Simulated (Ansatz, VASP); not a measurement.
## Rh: VASP and Ansatz over several settings

```
Rh
1.0
     0.00000    1.89785    1.89785
     1.89785    0.00000    1.89785
     1.89785    1.89785    0.00000
Rh
1
Direct
  0.00000 0.00000 0.00000
```

Single points on this cell with VASP 6.6.1 and Ansatz 0.2.0. Each row is one pair of runs. Alike in all rows: spin: off; k mesh: 12 × 12 × 12; Ansatz's potentials, cutoff: Ansatz PAW, 420 eV.

| level | smearing | VASP's potentials, cutoff | gap on the k mesh at the Fermi level (eV), VASP | gap on the k mesh at the Fermi level (eV), Ansatz | pressure (GPa), VASP | pressure (GPa), Ansatz |
| --- | --- | --- | --- | --- | --- | --- |
| PBE | fermi-dirac, width 0.05 eV | VASP PAW PBE potentials, release 64 (Rh_pv), 520 eV | none | none | 7.3 | 7.3 |
| PBE | gaussian, width 0.05 eV | VASP PAW PBE potentials, release 54 (Rh_pv), 520 eV | none | none | 7.3 | 7.2 |
| PBE | gaussian, width 0.02 eV | VASP PAW PBE potentials, release 54 (Rh_pv), 520 eV | none | none | 7.4 | 7.2 |
| PBEsol | fermi-dirac, width 0.05 eV | VASP PAW PBE potentials, release 64 (Rh_pv), 520 eV | none | none | -3.8 | -3.7 |

Pressure (GPa): the two programs differ by at most 0.2.

A gap of «none» marks a metal or a gap that the smearing closes.

Caveats: the PAW data sets were made with another functional, which shifts forces and pressure a little (VASP); the PAW data sets come from PBE, with cores solved anew for the run's functional, which leaves a small shift of forces and pressure (Ansatz).
